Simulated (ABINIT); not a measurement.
The system is GaP.

```xyz
2
Lattice="0.0000 2.7252 2.7252 2.7252 0.0000 2.7252 2.7252 2.7252 0.0000" Properties=species:S:1:pos:R:3 pbc="T T T"
Ga    0.0000    0.0000    0.0000
P     4.0879    4.0879    4.0879
```

Base run:

```yaml
Program: ABINIT 10.8.3 (patched build)
Functional: SOGGA
Potentials_or_basis: PseudoDojo NC SR PBEsol v0.4.1 standard
Cutoff: 1088 eV
k_mesh: 8 × 8 × 8
Occupations: fermi-dirac, width 0.05 eV
Spin: no spin polarisation
```

Its results: band gap on the k mesh 1.46 eV, indirect (least direct gap 1.76 eV); pressure -1.3 GPa.

Problem. After a change of settings the same cell gave: band gap on the k mesh 1.59 eV, indirect (least direct gap 1.78 eV); pressure -0.4 GPa. Which change was it?
A. functional from SOGGA to AM05
B. potentials or basis from PseudoDojo NC SR PBEsol v0.4.1 standard to JTH PAW PBE v2.0; cutoff from 1088 eV to 544 eV
C. functional from SOGGA to BLYP; potentials or basis from PseudoDojo NC SR PBEsol v0.4.1 standard to PseudoDojo NC SR PBE v0.4.1 standard
D. functional from SOGGA to OLYP; potentials or basis from PseudoDojo NC SR PBEsol v0.4.1 standard to JTH PAW PBE v2.0; cutoff from 1088 eV to 544 eV

Solution. A.

Caveats: the potentials were made for another functional, which shifts forces and pressure.

Runs at the PBE level aren't shown here.
